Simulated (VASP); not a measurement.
CuCl (Nantokite):

```
Cu Cl
1.0
     0.00000    2.64977    2.64977
     2.64977    0.00000    2.64977
     2.64977    2.64977    0.00000
Cu Cl
1 1
Cartesian
  0.0000 0.0000 0.0000
  1.3249 1.3249 1.3249
```

Base run:

- Program: VASP 6.6.1
- Functional: PBE
- Potentials or basis: VASP PAW PBE potentials, release 64 (Cu, Cl)
- Cutoff: 520 eV
- k mesh: 10 × 10 × 10
- Occupations: gaussian, width 0.03 eV
- Spin: no spin polarisation

Its results: band gap on the k mesh 0.67 eV, direct; pressure 4.0 GPa.

The run is repeated on the same cell with these changes: functional from PBE to LDA; potentials or basis from VASP PAW PBE potentials, release 64 (Cu, Cl) to VASP PAW LDA potentials, release 64 (Cu, Cl). What comes out?

Band gap on the k mesh 0.55 eV, direct; pressure -3.2 GPa.
